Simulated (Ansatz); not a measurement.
Run on BAs (rocksalt type): DFT, PBE, PAW with Ansatz's default frozen-core files, scalar-relativistic (Ansatz 0.2.0). This run: cell relaxed at zero pressure.

The start is a guessed cell of a prototype that needn't be stable.

Command: `ansatz run input.yaml --threads 1 --pin off --max-ram 2048MiB --backend cpu --events-out ev --progress --plain --runs-dir out` It took 14 s on 1 thread of Arm Neoverse V2, on a shared host, peak memory 0.33 GiB.

```yaml
crystal:
  lattice:
    - [0.0, 2.15443469, 2.15443469]
    - [2.15443469, 0.0, 2.15443469]
    - [2.15443469, 2.15443469, 0.0]
  atoms:
    - { symbol: B, position: [0.0, 0.0, 0.0] }
    - { symbol: As, position: [0.5, 0.5, 0.5] }
kpoints:
  mp_grid: { grid: [15, 15, 15] }
scf:
  occupations: { method: fermi_dirac, width: 0.08 }
hamiltonian:
  xc: pbe
  pseudopotentials: { kind: paw }
output:
  forces: true
  stress: true
relax:
  f_tol: 0.005
  max_steps: 40
  cell: {}
```

Output:

```
Engine: ansatz 0.2.0
Pseudopotentials: kind: paw
Pseudopotential: B, paw, valence charge 3, recommended cutoff 420 eV (normal), B.paw.azcp
Pseudopotential: As, paw, valence charge 15, recommended cutoff 420 eV (normal), As.paw.azcp
Functional definition: PBE
  parameter kappa = 0.804
  parameter beta = 0.06672455060314922
  exchange = pbe_x(kappa = kappa, mu = beta*pi^2/3)
  correlation = pbe_c(beta = beta)
Crystal: 2 atoms, lattice volume = 20.000 Å³
Basis set: ecut = 420 eV, 387 PW (Γ), exchange–correlation on 48×48×48 points (8 copies of the dense FFT grid, shifted against one another)
Bands: 13, of which v1, the nominal top of the filled ones, is band 9 counted from 1 (8 counted from 0)
Symmetry: 48 space group operations
Space group: Fm-3m (ITA 225), of the structure as read, at distance tolerance 2.7e-5 Å
k-points: 120 of 3375
Non-local potential: B, projectors of the file, l = 0: 2, l = 1: 2, l = 2: 1
Non-local potential: As, projectors of the file, l = 0: 2, l = 1: 2, l = 2: 3, l = 3: 1
PAW form: soft (Blöchl's): semilocal exchange-correlation on the pseudo side does not see the compensation charge
PAW one-centre angular grid: B, 110 points (default); XC on 64 Gauss nodes
PAW one-centre angular grid: As, 590 points (default); XC on 64 Gauss nodes
Initial density: superposition of atomic densities (neutral atoms: chi_scale 0, normalization atom), corrected by the library's trained network
Initial wavefunctions: pseudopotential atomic-orbital guess
Functional: x = pbe(κ = 0.804, μ = 0.2195149727645171), c = pbe(β = 0.06672455060314922)
SCF iter   1: F=—  HF=-5009.823859 eV  |F-HF|=—  |Δ(HF+E_count)|=         —  Δρ=4.00e-3  dr2=2.41e-3  ethr=1.77e-3  ⟨swp⟩=5.0  Hψ=8170  notcnv=0
preconditioner: auto → none  [metal: Δε(μ)=0.087 eV  Ē_g=13.734 eV  σ=0.080 eV  W_gap=0.25  n_scr=8 (ndim 8)  ℏωp=23.5 eV  f_vac=0.000  D(μ)=0.77/eV (n_scr^D=8)  sad-step TF]
SCF iter   2: F=—  HF=-5009.823315 eV  |F-HF|=—  |Δ(HF+E_count)|=   5.45e-4  Δρ=2.30e-3  dr2=7.89e-4  ethr=1.34e-5  ⟨swp⟩=1.6  Hψ=2940  notcnv=0
SCF iter   3: F=—  HF=-5009.823267 eV  |F-HF|=—  |Δ(HF+E_count)|=   4.78e-5  Δρ=6.11e-4  dr2=9.58e-5  ethr=4.38e-6  ⟨swp⟩=2.6  Hψ=2461  notcnv=0
SCF iter   4: F=—  HF=-5009.823196 eV  |F-HF|=—  |Δ(HF+E_count)|=   7.11e-5  Δρ=1.66e-4  dr2=3.48e-6  ethr=5.32e-7  ⟨swp⟩=2.0  Hψ=2643  notcnv=0
iter 5 did not close the SCF: its close was put off for the readings that it lacked (scf_convergence_deferred on its scf_iter line)
SCF iter   5: F=-5009.823196 eV  HF=-5009.823196 eV  |F-HF|=3.92e-8  |Δ(HF+E_count)|=   2.65e-7  Δρ=1.32e-5  dr2=6.07e-9  ethr=1.93e-8  ⟨swp⟩=2.3  Hψ=2251  notcnv=0
SCF iter   6: F=-5009.823196 eV  HF=-5009.823196 eV  |F-HF|=1.06e-10  |Δ(HF+E_count)|=   2.35e-8  Δρ=1.27e-6  dr2=8.52e-11  ethr=3.37e-11  ⟨swp⟩=1.8  Hψ=5065  notcnv=0
SCF 1 converged in 6 iterations: F = -5009.823196 eV  dr2 = 8.52e-11
  greatest PAW one-centre occupation: 0.999 electrons in one spin orbital (limit 2), on the As atom at site 1 (counted from 0), in its partial waves of l = 2
relax step   1: F+E_penalty+E_count = -5009.82319599 eV  Δ(F+E_penalty+E_count) = +0.000e0 eV  max|allowed force component| = 8.710e-31 eV/Å  Δτ_max = 0.0000 Å  P = +41.119 GPa  Ω = 20.000 Å³  (6 SCF iters, dr2 threshold 1.00e-7 eV, accepted)
Crystal: 2 atoms, lattice volume = 22.856 Å³
Basis set: ecut = 420 eV, 459 PW (Γ), exchange–correlation on 48×48×48 points (8 copies of the dense FFT grid, shifted against one another)
Initial density: handed on by an earlier stage of this run
Initial wavefunctions: those handed on with the density
iter 1 solved again at ethr=7.23e-4 eV; its pass at ethr=3.10e-3 eV (dr2=1.30e-1 eV) is discarded
SCF iter   1: F=—  HF=-5010.296373 eV  |F-HF|=—  |Δ(HF+E_count)|=         —  Δρ=2.06e-2  dr2=1.31e-1  ethr=7.23e-4  ⟨swp⟩=1.0  Hψ=11464  notcnv=0
preconditioner: auto → none  [metal: Δε(μ)=0.085 eV  Ē_g=12.557 eV  σ=0.080 eV  W_gap=0.25  n_scr=8 (ndim 8)  ℏωp=22.0 eV  f_vac=0.000  D(μ)=0.64/eV (n_scr^D=0)]
SCF iter   2: F=—  HF=-5010.258725 eV  |F-HF|=—  |Δ(HF+E_count)|=   3.76e-2  Δρ=4.44e-3  dr2=5.06e-3  ethr=7.23e-4  ⟨swp⟩=2.9  Hψ=2664  notcnv=0
SCF iter   3: F=—  HF=-5010.257548 eV  |F-HF|=—  |Δ(HF+E_count)|=   1.18e-3  Δρ=1.89e-3  dr2=6.65e-4  ethr=2.81e-5  ⟨swp⟩=2.0  Hψ=2689  notcnv=0
SCF iter   4: F=—  HF=-5010.257826 eV  |F-HF|=—  |Δ(HF+E_count)|=   2.78e-4  Δρ=5.88e-4  dr2=6.03e-5  ethr=3.70e-6  ⟨swp⟩=1.9  Hψ=1966  notcnv=0
SCF iter   5: F=—  HF=-5010.257861 eV  |F-HF|=—  |Δ(HF+E_count)|=   3.48e-5  Δρ=7.72e-5  dr2=6.71e-7  ethr=3.35e-7  ⟨swp⟩=2.7  Hψ=2713  notcnv=0
SCF iter   6: F=-5010.257862 eV  HF=-5010.257862 eV  |F-HF|=1.72e-9  |Δ(HF+E_count)|=   9.22e-7  Δρ=4.05e-6  dr2=2.61e-9  ethr=1.11e-9  ⟨swp⟩=4.5  Hψ=5368  notcnv=0
SCF 2 converged in 6 iterations: F = -5010.257862 eV  dr2 = 2.61e-9
relax step   2: F+E_penalty+E_count = -5010.25786176 eV  Δ(F+E_penalty+E_count) = -4.347e-1 eV  max|allowed force component| = 3.879e-30 eV/Å  Δτ_max = 0.0000 Å  P = +10.943 GPa  Ω = 22.856 Å³  energy of the carried Pulay correction = -2.521e-3 eV  (6 SCF iters, dr2 threshold 2.00e-7 eV, accepted)
Crystal: 2 atoms, lattice volume = 24.102 Å³
iter 1 solved again at ethr=8.57e-5 eV; its pass at ethr=3.10e-3 eV (dr2=1.54e-2 eV) is discarded
SCF iter   1: F=—  HF=-5010.312024 eV  |F-HF|=—  |Δ(HF+E_count)|=         —  Δρ=6.82e-3  dr2=1.56e-2  ethr=8.57e-5  ⟨swp⟩=1.7  Hψ=11302  notcnv=0
preconditioner: auto → none  [metal: Δε(μ)=0.030 eV  Ē_g=12.057 eV  σ=0.080 eV  W_gap=0.09  n_scr=8 (ndim 8)  ℏωp=21.4 eV  f_vac=0.000  D(μ)=0.65/eV (n_scr^D=0)]
SCF iter   2: F=—  HF=-5010.307653 eV  |F-HF|=—  |Δ(HF+E_count)|=   4.37e-3  Δρ=1.63e-3  dr2=7.66e-4  ethr=8.57e-5  ⟨swp⟩=2.0  Hψ=2416  notcnv=0
SCF iter   3: F=—  HF=-5010.307490 eV  |F-HF|=—  |Δ(HF+E_count)|=   1.63e-4  Δρ=6.59e-4  dr2=8.89e-5  ethr=4.26e-6  ⟨swp⟩=2.5  Hψ=2658  notcnv=0
SCF iter   4: F=—  HF=-5010.307524 eV  |F-HF|=—  |Δ(HF+E_count)|=   3.36e-5  Δρ=1.71e-4  dr2=5.48e-6  ethr=4.94e-7  ⟨swp⟩=1.7  Hψ=1896  notcnv=0
SCF iter   5: F=-5010.307527 eV  HF=-5010.307527 eV  |F-HF|=7.45e-8  |Δ(HF+E_count)|=   2.95e-6  Δρ=2.67e-5  dr2=8.38e-8  ethr=1.11e-9  ⟨swp⟩=3.5  Hψ=6945  notcnv=0
SCF 3 converged in 5 iterations: F = -5010.307527 eV  dr2 = 8.38e-8
[... lines left out ...]
iter 1 solved again at ethr=1.33e-7 eV; its pass at ethr=3.10e-3 eV (dr2=2.39e-5 eV) is discarded
SCF iter   1: F=—  HF=-5010.317862 eV  |F-HF|=—  |Δ(HF+E_count)|=         —  Δρ=2.64e-4  dr2=2.40e-5  ethr=1.33e-7  ⟨swp⟩=1.7  Hψ=8708  notcnv=0
preconditioner: auto → none  [metal: Δε(μ)=0.041 eV  Ē_g=11.868 eV  σ=0.080 eV  W_gap=0.13  n_scr=8 (ndim 8)  ℏωp=21.2 eV  f_vac=0.000  D(μ)=0.67/eV (n_scr^D=0)]
SCF iter   2: F=—  HF=-5010.317855 eV  |F-HF|=—  |Δ(HF+E_count)|=   6.59e-6  Δρ=6.62e-5  dr2=1.33e-6  ethr=1.33e-7  ⟨swp⟩=2.0  Hψ=1929  notcnv=0
SCF iter   3: F=-5010.317855 eV  HF=-5010.317855 eV  |F-HF|=4.37e-8  |Δ(HF+E_count)|=   2.98e-7  Δρ=2.67e-5  dr2=1.49e-7  ethr=1.11e-9  ⟨swp⟩=4.0  Hψ=5255  notcnv=0
SCF 7 converged in 3 iterations: F = -5010.317855 eV  dr2 = 1.49e-7
relax step   7: F+E_penalty+E_count = -5010.31785508 eV  Δ(F+E_penalty+E_count) = -2.090e-5 eV  max|allowed force component| = 3.123e-30 eV/Å  Δτ_max = 0.0000 Å  P = +0.008 GPa  Ω = 24.584 Å³  energy of the carried Pulay correction = -3.353e-5 eV  (3 SCF iters, dr2 threshold 2.00e-7 eV, accepted)
iter 1 solved again at ethr=6.78e-8 eV; its pass at ethr=3.10e-3 eV (dr2=1.22e-5 eV) is discarded
SCF iter   1: F=—  HF=-5010.317882 eV  |F-HF|=—  |Δ(HF+E_count)|=         —  Δρ=2.72e-5  dr2=1.50e-7  ethr=6.78e-8  ⟨swp⟩=3.0  Hψ=11803  notcnv=0
preconditioner: auto → none  [metal: Δε(μ)=0.040 eV  Ē_g=11.867 eV  σ=0.080 eV  W_gap=0.12  n_scr=8 (ndim 8)  ℏωp=21.2 eV  f_vac=0.000  D(μ)=0.67/eV (n_scr^D=0)]
SCF iter   2: F=—  HF=-5010.317882 eV  |F-HF|=—  |Δ(HF+E_count)|=   3.55e-7  Δρ=1.37e-5  dr2=3.54e-8  ethr=8.32e-10  ⟨swp⟩=1.1  Hψ=1586  notcnv=0
SCF iter   3: F=—  HF=-5010.317882 eV  |F-HF|=—  |Δ(HF+E_count)|=   1.98e-8  Δρ=4.35e-6  dr2=6.66e-9  ethr=1.96e-10  ⟨swp⟩=2.0  Hψ=1892  notcnv=0
SCF iter   4: F=—  HF=-5010.317882 eV  |F-HF|=—  |Δ(HF+E_count)|=   2.03e-9  Δρ=5.34e-7  dr2=2.87e-11  ethr=3.70e-11  ⟨swp⟩=2.2  Hψ=2039  notcnv=0
SCF iter   5: F=-5010.317882 eV  HF=-5010.317882 eV  |F-HF|=3.64e-12  |Δ(HF+E_count)|=  2.00e-11  Δρ=1.58e-7  dr2=2.57e-12  ethr=1.00e-12  ⟨swp⟩=4.9  Hψ=5664  notcnv=0
SCF 8 converged in 5 iterations: F = -5010.317882 eV  dr2 = 2.57e-12
relax step   8: F+E_penalty+E_count = -5010.31788240 eV  Δ(F+E_penalty+E_count) = -2.732e-5 eV  max|allowed force component| = 3.616e-31 eV/Å  Δτ_max = 0.0000 Å  P = +0.009 GPa  Ω = 24.584 Å³  stress off target by 8.61e-3 GPa  SCF on the basis re-selected at this cell (its energy is not comparable with the rows above)  (5 SCF iters)
basis re-selected at this cell: Δ(F+E_penalty+E_count) = -2.732e-5 eV, ΔP = +0.000 GPa vs the last step (what re-selecting the basis moved, of the pressure what is left beyond the Pulay correction that the steps carried, after the strain that the cell walked since its last selection, with what the two solves' SCF thresholds leave and, on support functions, any second-order correction that the steps lacked; it is no measure of the basis error at this ecutwfc). This SCF's stress stands 8.61e-3 GPa from its target on what of the cell is left free (relax.cell.stress_tol is 5.00e-2 GPa) and its largest allowed force component is 3.62e-31 eV/Å (relax.f_tol is 5.00e-3 eV/Å): within both
SCF converged after 5 iterations
Free energy (F): -5010.317882 eV
Harris-Foulkes:  -5010.317882 eV  (|F-HF|=3.64e-12)
Internal energy: -5010.303296 eV  (E = F + TS)
E sigma→0 (E₀):  -5010.310589 eV
Entropy (-TS):   -0.014587 eV (-7.293 meV/atom)
Fermi energy:    12.813578 eV
--- Per-component energies (eV) ---
  E_band       = -179.948958
  E_kinetic    = 147.681766
  E_local      = -1516.660138  (includes V_loc(G=0)·N_el)
  E_nonlocal   = -657.036061
  E_hartree    = 867.253524
  E_xc         = -110.653559
  E_vxc        = -116.655384  (∫ρ·V_xc dr)
  E_paw        = -1914.390057  (= ΣΔE_a)
  E_vpaw       = 228.213818  (= ΣTr[D̂ρ^β])
  E_aug_tail   = 0.000008  (compensation charges beyond the density's cutoff)
  E_ewald      = -1826.498780
  E_smearing   = -0.014587  (= −TS)
  E_closure    = -0.000000  (closes the sum)
  Σ components = -5010.317882   (vs F -5010.317882, Δ=0.00e0)
--- Forces (eV/Å), atoms counted from 1 ---
  atom   1  B     -0.00000000    -0.00000000     0.00000000
  atom   2  As     0.00000000    -0.00000000    -0.00000000
  max |Σ_I F_I| component: 3.94e-31 eV/Å
--- Stress (GPa, compression-positive) ---
        0.008612       0.000000       0.000000
        0.000000       0.008612       0.000000
        0.000000       0.000000       0.008612
  P = ⅓ Tr σ = 0.0086 GPa (0.086 kbar)
--- Relaxed structure (6 steps of the walk, 6 accepted, 2 SCFs on fresh bases) ---
  F+E_penalty+E_count = -5010.31788240 eV   max|allowed force component| = 3.616e-31 eV/Å   (the final SCF, on the basis selected at the relaxed cell)
  cell:  # Å, volume = 24.5835 Å³
    - [7.32459729728741e-34, 2.3078348216610256, 2.3078348216610256]
    - [2.3078348216610256, 1.0031513689763194e-33, 2.3078348216610256]
    - [2.3078348216610256, 2.3078348216610256, 9.012439283184075e-34]
  atoms:
    - { symbol: B, position: [-2.6073176862592246e-35, 2.607317686259203e-35, 2.607317686258894e-35] }
    - { symbol: As, position: [0.5, 0.5, 0.5] }
```

Next run (the series' base cell), as changes to the input before:

```diff
   lattice:
-    - [0.0, 2.15443469, 2.15443469]
-    - [2.15443469, 0.0, 2.15443469]
-    - [2.15443469, 2.15443469, 0.0]
+    - [0.0, 2.3078348217, 2.3078348217]
+    - [2.3078348217, 0.0, 2.3078348217]
+    - [2.3078348217, 2.3078348217, 0.0]
   atoms:
   mp_grid: { grid: [15, 15, 15] }
+  band_path:
+    path:
+      - [0.0, 0.0, 0.0]
+      - [0.5, 0.0, 0.5]
+      - [0.625, 0.25, 0.625]
+      - [0.375, 0.375, 0.75]
+      - [0.0, 0.0, 0.0]
+      - [0.5, 0.5, 0.5]
+      - [0.5, 0.25, 0.75]
+      - [0.5, 0.0, 0.5]
+    npoints: 8
 scf:
   stress: true
-relax:
-  f_tol: 0.005
-  max_steps: 40
-  cell: {}
+  eigenvalues: true
+  populations: true
+  dos: { projected: true, de: 0.2, e_range: [-14, 8] }
+  write_density: true
+  write_potential: true
+  elf: true
+  volumetric_format: npy
```

Results part of the output:

```
SCF 1 converged in 6 iterations: F = -5010.317882 eV  dr2 = 4.95e-8
  greatest PAW one-centre occupation: 0.999 electrons in one spin orbital (limit 2), on the As atom at site 1 (counted from 0), in its partial waves of l = 2
NSCF: frozen V_eff on 57 k-points
SCF converged after 6 iterations
Free energy (F): -5010.317882 eV
Harris-Foulkes:  -5010.317882 eV  (|F-HF|=5.94e-8)
Internal energy: -5010.303295 eV  (E = F + TS)
E sigma→0 (E₀):  -5010.310589 eV
Entropy (-TS):   -0.014587 eV (-7.294 meV/atom)
Fermi energy:    12.813583 eV
--- Per-component energies (eV) ---
  E_band       = -179.942326
  E_kinetic    = 147.681923
  E_local      = -1516.655887  (includes V_loc(G=0)·N_el)
  E_nonlocal   = -657.032680
  E_hartree    = 867.248909
  E_xc         = -110.653359
  E_vxc        = -116.655166  (∫ρ·V_xc dr)
  E_paw        = -1914.393429  (= ΣΔE_a)
  E_vpaw       = 228.213434  (= ΣTr[D̂ρ^β])
  E_aug_tail   = 0.000008  (compensation charges beyond the density's cutoff)
  E_ewald      = -1826.498780
  E_smearing   = -0.014587  (= −TS)
  E_closure    = 0.000000  (closes the sum)
  Σ components = -5010.317882   (vs F -5010.317882, Δ=0.00e0)
--- Forces (eV/Å), atoms counted from 1 ---
  atom   1  B     -0.00000000     0.00000000     0.00000000
  atom   2  As     0.00000000    -0.00000000     0.00000000
  max |Σ_I F_I| component: 1.31e-30 eV/Å
--- Stress (GPa, compression-positive) ---
        0.007890      -0.000000       0.000000
       -0.000000       0.007890      -0.000000
        0.000000      -0.000000       0.007890
  P = ⅓ Tr σ = 0.0079 GPa (0.079 kbar)
--- Band table (eV; the first three rows and the last of 120) ---
  k-point 0: bands = ["-23.2257", "-23.2257", "-23.2257", "-23.2246", "-23.2246", "-3.0715", "12.7967", "12.7967", "12.7967", "16.2343", "20.4698", "20.4698", "20.4698"]
  k-point 1: bands = ["-23.2256", "-23.2254", "-23.2254", "-23.2245", "-23.2245", "-2.9867", "12.1280", "12.7896", "12.7896", "16.5913", "20.0229", "20.0229", "20.3278"]
  k-point 2: bands = ["-23.2259", "-23.2259", "-23.2252", "-23.2231", "-23.2231", "-2.7333", "10.6955", "12.7800", "12.7800", "17.0827", "19.0356", "19.0356", "19.9642"]
  k-point 119: bands = ["-23.2321", "-23.2222", "-23.2209", "-23.2188", "-23.2073", "2.4811", "5.6582", "6.3311", "7.1104", "15.5888", "17.3071", "21.7858", "22.7606"]
--- Löwdin populations: 2 sites ---
  site symbol       q [e]
     0      B      3.5584
     1     As     14.3933
  spilling = 0.002681 (of n_electrons = 18.000000)
```

Next run (volume at 0.94 of the series' base cell), as changes to the input before:

```diff
   lattice:
-    - [0.0, 2.3078348217, 2.3078348217]
-    - [2.3078348217, 0.0, 2.3078348217]
-    - [2.3078348217, 2.3078348217, 0.0]
+    - [0.0, 2.2607229325, 2.2607229325]
+    - [2.2607229325, 0.0, 2.2607229325]
+    - [2.2607229325, 2.2607229325, 0.0]
   atoms:
   mp_grid: { grid: [15, 15, 15] }
-  band_path:
-    path:
-      - [0.0, 0.0, 0.0]
-      - [0.5, 0.0, 0.5]
-      - [0.625, 0.25, 0.625]
-      - [0.375, 0.375, 0.75]
-      - [0.0, 0.0, 0.0]
-      - [0.5, 0.5, 0.5]
-      - [0.5, 0.25, 0.75]
-      - [0.5, 0.0, 0.5]
-    npoints: 8
 scf:
   populations: true
-  dos: { projected: true, de: 0.2, e_range: [-14, 8] }
   write_density: true
```

Results part of the output:

```
SCF 1 converged in 6 iterations: F = -5010.277662 eV  dr2 = 2.46e-9
  greatest PAW one-centre occupation: 0.999 electrons in one spin orbital (limit 2), on the As atom at site 1 (counted from 0), in its partial waves of l = 2
SCF converged after 6 iterations
Free energy (F): -5010.277662 eV
Harris-Foulkes:  -5010.277662 eV  (|F-HF|=1.93e-9)
Internal energy: -5010.262807 eV  (E = F + TS)
E sigma→0 (E₀):  -5010.270234 eV
Entropy (-TS):   -0.014855 eV (-7.428 meV/atom)
Fermi energy:    13.943981 eV
--- Per-component energies (eV) ---
  E_band       = -162.838317
  E_kinetic    = 150.486161
  E_local      = -1459.675414  (includes V_loc(G=0)·N_el)
  E_nonlocal   = -656.883589
  E_hartree    = 846.643412
  E_xc         = -111.676606
  E_vxc        = -118.021284  (∫ρ·V_xc dr)
  E_paw        = -1914.595039  (= ΣΔE_a)
  E_vpaw       = 227.967327  (= ΣTr[D̂ρ^β])
  E_aug_tail   = 0.000008  (compensation charges beyond the density's cutoff)
  E_ewald      = -1864.561740
  E_smearing   = -0.014855  (= −TS)
  E_closure    = 0.000000  (closes the sum)
  Σ components = -5010.277662   (vs F -5010.277662, Δ=0.00e0)
--- Forces (eV/Å), atoms counted from 1 ---
  atom   1  B     -0.00000000     0.00000000     0.00000000
  atom   2  As     0.00000000     0.00000000    -0.00000000
  max |Σ_I F_I| component: 8.14e-31 eV/Å
--- Stress (GPa, compression-positive) ---
        9.207598       0.000000       0.000000
        0.000000       9.207598      -0.000000
        0.000000       0.000000       9.207598
  P = ⅓ Tr σ = 9.2076 GPa (92.076 kbar)
--- Band table (eV; the first three rows and the last of 120) ---
  k-point 0: bands = ["-22.1927", "-22.1927", "-22.1927", "-22.1917", "-22.1917", "-2.6062", "13.8901", "13.8901", "13.8901", "18.2192", "22.0077", "22.0077", "22.0077"]
  k-point 1: bands = ["-22.1925", "-22.1925", "-22.1925", "-22.1915", "-22.1915", "-2.5171", "13.2387", "13.8798", "13.8798", "18.5180", "21.5076", "21.5076", "21.8315"]
  k-point 2: bands = ["-22.1932", "-22.1932", "-22.1921", "-22.1895", "-22.1895", "-2.2505", "11.7773", "13.8626", "13.8626", "18.9038", "20.4343", "20.4343", "21.4191"]
  k-point 119: bands = ["-22.2016", "-22.1888", "-22.1869", "-22.1840", "-22.1693", "3.4247", "6.4513", "6.9829", "7.8593", "16.8733", "18.7670", "22.9967", "24.0446"]
--- Löwdin populations: 2 sites ---
  site symbol       q [e]
     0      B      3.5967
     1     As     14.3524
  spilling = 0.002826 (of n_electrons = 18.000000)
```

Next run (volume at 0.88 of the series' base cell), as changes to the input before:

```diff
   lattice:
-    - [0.0, 2.2607229325, 2.2607229325]
-    - [2.2607229325, 0.0, 2.2607229325]
-    - [2.2607229325, 2.2607229325, 0.0]
+    - [0.0, 2.2115611183, 2.2115611183]
+    - [2.2115611183, 0.0, 2.2115611183]
+    - [2.2115611183, 2.2115611183, 0.0]
   atoms:
   populations: true
-  write_density: true
-  write_potential: true
-  elf: true
-  volumetric_format: npy
```

Results part of the output:

```
SCF 1 converged in 6 iterations: F = -5010.138042 eV  dr2 = 6.67e-9
  greatest PAW one-centre occupation: 0.999 electrons in one spin orbital (limit 2), on the As atom at site 1 (counted from 0), in its partial waves of l = 2
SCF converged after 6 iterations
Free energy (F): -5010.138042 eV
Harris-Foulkes:  -5010.138042 eV  (|F-HF|=1.50e-8)
Internal energy: -5010.122430 eV  (E = F + TS)
E sigma→0 (E₀):  -5010.130236 eV
Entropy (-TS):   -0.015613 eV (-7.806 meV/atom)
Fermi energy:    15.217661 eV
--- Per-component energies (eV) ---
  E_band       = -143.709408
  E_kinetic    = 153.720639
  E_local      = -1398.103966  (includes V_loc(G=0)·N_el)
  E_nonlocal   = -656.677594
  E_hartree    = 824.596526
  E_xc         = -112.824396
  E_vxc        = -119.549352  (∫ρ·V_xc dr)
  E_paw        = -1914.823700  (= ΣΔE_a)
  E_vpaw       = 227.703974  (= ΣTr[D̂ρ^β])
  E_aug_tail   = 0.000006  (compensation charges beyond the density's cutoff)
  E_ewald      = -1906.009945
  E_smearing   = -0.015613  (= −TS)
  E_closure    = 0.000000  (closes the sum)
  Σ components = -5010.138042   (vs F -5010.138042, Δ=0.00e0)
--- Forces (eV/Å), atoms counted from 1 ---
  atom   1  B     -0.00000000     0.00000000     0.00000000
  atom   2  As    -0.00000000     0.00000000     0.00000000
  max |Σ_I F_I| component: 1.01e-30 eV/Å
--- Stress (GPa, compression-positive) ---
       21.771651       0.000000      -0.000000
        0.000000      21.771651       0.000000
        0.000000      -0.000000      21.771651
  P = ⅓ Tr σ = 21.7717 GPa (217.717 kbar)
--- Band table (eV; the first three rows and the last of 120) ---
  k-point 0: bands = ["-21.0412", "-21.0412", "-21.0412", "-21.0402", "-21.0402", "-2.0830", "15.1222", "15.1222", "15.1222", "20.4787", "23.7377", "23.7377", "23.7377"]
  k-point 1: bands = ["-21.0410", "-21.0410", "-21.0410", "-21.0398", "-21.0398", "-1.9892", "14.4766", "15.1082", "15.1082", "20.7184", "23.1720", "23.1720", "23.4698"]
  k-point 2: bands = ["-21.0422", "-21.0422", "-21.0406", "-21.0372", "-21.0372", "-1.7082", "12.9786", "15.0816", "15.0816", "20.9642", "22.0038", "22.0038", "22.9960"]
  k-point 119: bands = ["-21.0534", "-21.0366", "-21.0341", "-21.0303", "-21.0112", "4.4779", "7.3362", "7.7190", "8.7180", "18.3258", "20.4154", "24.3504", "25.4658"]
--- Löwdin populations: 2 sites ---
  site symbol       q [e]
     0      B      3.6411
     1     As     14.3052
  spilling = 0.002980 (of n_electrons = 18.000000)
```
